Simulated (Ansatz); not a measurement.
# KBr: how the settings move a single-point run

Question: which choices in the input matter for KBr? The cell is built on a prototype (zincblende) and needn't be the phase found in nature.

Program: Ansatz 0.2.0. Level of theory: reference: DFT, PBEsol, plane waves, PAW. These are calculated values, not measurements.

1 further run of the same task is left out (it didn't finish).

## 1. The starting structure

Symmetry: F-43m, No. 216, cubic system. The conventional cell has a = 7.377 Å, b = 7.377 Å, c = 7.377 Å, α = 90.00°, β = 90.00°, γ = 90.00°. K (site symmetry -43m) has 4 Br at 3.19 Å as nearest neighbours. Br (site symmetry -43m) is surrounded by 4 K at 3.19 Å.

Structure file:

```
K Br
1.0
     0.00000    3.68830    3.68830
     3.68830    0.00000    3.68830
     3.68830    3.68830    0.00000
K Br
1 1
Direct
  0.00000 0.00000 0.00000
  0.25000 0.25000 0.25000
```

## 2. Reference

File input.yaml:

```yaml
crystal:
  lattice:
    - [0.0, 3.6882992926, 3.6882992926]
    - [3.6882992926, 0.0, 3.6882992926]
    - [3.6882992926, 3.6882992926, 0.0]
  atoms:
    - { symbol: K, position: [0.0, 0.0, 0.0] }
    - { symbol: Br, position: [0.25, 0.25, 0.25] }
kpoints:
  mp_grid: { grid: [4, 4, 4] }
hamiltonian:
  xc: pbesol
scf:
  occupations: { method: fixed }
  n_extra_bands: 4
output:
  forces: true
  stress: true
  eigenvalues: true
  write_density: true
  write_potential: true
  elf: true
  volumetric_format: npy
```

On the command line:

```sh
$ ansatz run input.yaml --threads 4 --pin off --max-ram 3686MiB --backend cpu --events-out ev --progress --plain --runs-dir out
```

## 3. Variant: occupations.method cold, occupations.width 0.5

Changes to input.yaml since step 2:

```diff
@@ -13,3 +13,3 @@
 scf:
-  occupations: { method: fixed }
+  occupations: { method: cold, width: 0.5 }
   n_extra_bands: 4
@@ -19,5 +19 @@
   eigenvalues: true
-  write_density: true
-  write_potential: true
-  elf: true
-  volumetric_format: npy
```

## 4. Changed: exchange pbe, correlation pbe, coeff 0.3, omega 0.3

Changes to input.yaml since step 2:

```diff
@@ -11,3 +11,3 @@
 hamiltonian:
-  xc: pbesol
+  xc: { exchange: pbe, correlation: pbe, exx: { coeff: 0.3, omega: 0.3 } }
 scf:
@@ -19,5 +19 @@
   eigenvalues: true
-  write_density: true
-  write_potential: true
-  elf: true
-  volumetric_format: npy
```

## 5. Changed: exchange pbe, correlation pbe, coeff 1.0, omega 0.1

Changes to input.yaml since step 2:

```diff
@@ -11,3 +11,3 @@
 hamiltonian:
-  xc: pbesol
+  xc: { exchange: pbe, correlation: pbe, exx: { coeff: 1.0, omega: 0.1 } }
 scf:
@@ -19,5 +19 @@
   eigenvalues: true
-  write_density: true
-  write_potential: true
-  elf: true
-  volumetric_format: npy
```

## 6. Variant: exchange pbe, correlation pbe, coeff 0.35

Changes to input.yaml since step 2:

```diff
@@ -11,3 +11,3 @@
 hamiltonian:
-  xc: pbesol
+  xc: { exchange: pbe, correlation: pbe, exx: { coeff: 0.35 } }
 scf:
@@ -19,5 +19 @@
   eigenvalues: true
-  write_density: true
-  write_potential: true
-  elf: true
-  volumetric_format: npy
```

## 7. Variant: exchange pbe, correlation pbe, coeff 0.5, omega 0.3

Changes to input.yaml since step 2:

```diff
@@ -11,3 +11,3 @@
 hamiltonian:
-  xc: pbesol
+  xc: { exchange: pbe, correlation: pbe, exx: { coeff: 0.5, omega: 0.3 } }
 scf:
@@ -19,5 +19 @@
   eigenvalues: true
-  write_density: true
-  write_potential: true
-  elf: true
-  volumetric_format: npy
```

What does the calculation give? Wanted: for each run, ending; energy change; pressure; gap; force.

**Answer**, as computed:

```csv
run,ending,energy change,pressure (GPa),gap (eV),force (eV/Å),cycles,time
reference,converged,0,-0.2,4.29,0.00,6,0.94 s
"1: occupations.method cold, occupations.width 0.5",converged,0.0 meV/atom (σ→0),-0.2,4.30,0.00,5,0.71 s
"2: exchange pbe, correlation pbe, coeff 0.3, omega 0.3",converged,not comparable,0.1,5.34,0.00,11,13 s
"3: exchange pbe, correlation pbe, coeff 1.0, omega 0.1",converged,not comparable,-0.2,10.41,0.00,18,18 s
"4: exchange pbe, correlation pbe, coeff 0.35",converged,not comparable,0.1,6.88,0.00,12,13 s
"5: exchange pbe, correlation pbe, coeff 0.5, omega 0.3",converged,not comparable,0.0,6.08,0.00,14,15 s
```

Times don't compare one to one where runs were asked for different outputs or read a saved state (see the inputs); cycles may leave out searches for a lower state.

Residual by cycle in the longest SCF loop of each run; runs are numbered as in the table. The quantity is the density residual dr2, in eV.

```csv
cycle,reference,run 1,run 2,run 3,run 4,run 5
1,9.7e-4,9.5e-4,0.0084,0.0493,0.00922,0.0193
2,1.6e-4,1.4e-4,0.00106,0.03,0.00219,0.00332
3,2.5e-5,2.0e-5,2.4e-4,0.00706,5.9e-4,8.2e-4
4,9.7e-7,6.0e-7,4.5e-6,0.00104,2.8e-5,2.8e-5
5,1.1e-8,1.1e-8,1.0e-6,8.6e-5,1.0e-5,9.0e-6
6,3.3e-10,-,-,-,9.9e-7,-
```

**Reading.** «occupations.method cold, occupations.width 0.5» leaves the energy as it was. Of the variants the dearest is «exchange pbe, correlation pbe, coeff 1.0, omega 0.1» (18 s), the cheapest «occupations.method cold, occupations.width 0.5» (0.71 s), on a shared host.
